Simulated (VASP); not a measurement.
# Si2Mo (nc): single point with PBE

Crystal: Si2Mo (nc).

```
Si Mo
1.0
    -1.60854    1.60854    3.93683
     1.60854   -1.60854    3.93683
     1.60854    1.60854   -3.93683
Si Mo
2 1
Direct
  0.33508 0.33508 0.00000
  0.66492 0.66492 0.00000
  0.00000 0.00000 0.00000
```

| Item | Value |
| --- | --- |
| Program | VASP 6.6.1 |
| Task | single point |
| Functional | PBE |
| Potentials or basis | VASP PAW PBE potentials, release 64 (Si, Mo_sv) |
| Cutoff | 520 eV |
| k mesh | 18 × 18 × 18 |
| Occupations | gaussian, width 0.1 eV |
| Spin | no spin polarisation |
| Dipole correction | no |
| Further INCAR settings | ALGO = Fast; EDIFF = 1e-07; NBANDS = 18 |

```yaml
Pressure: 0.1 GPa
Band_gap_on_the_k_mesh: none (metal or under the smearing width)
```

Levels at points of the mesh, in eV from the Fermi level:
```tsv
k point	band 8	band 9	band 10	band 11	band 12	band 13	band 14	band 15
(0.00, 0.00, 0.00)	-2.99	-2.58	-2.58	0.36	3.07	3.25	3.47	3.47
(0.50, 0.00, 0.00)	-4.45	-2.54	-2.52	-0.49	2.21	3.07	3.97	4.17
(0.50, 0.50, 0.00)	-5.21	-4.39	-2.99	-1.21	2.26	2.67	3.10	3.31
(0.50, 0.50, 0.50)	-2.15	-0.57	-0.57	-0.48	-0.48	0.49	4.69	4.99
```

Wall time 5.1 min on 1 thread of Intel(R) Xeon(R) Platinum 8488C (Sapphire Rapids), with other jobs on the host, peak memory 0.47 GiB.
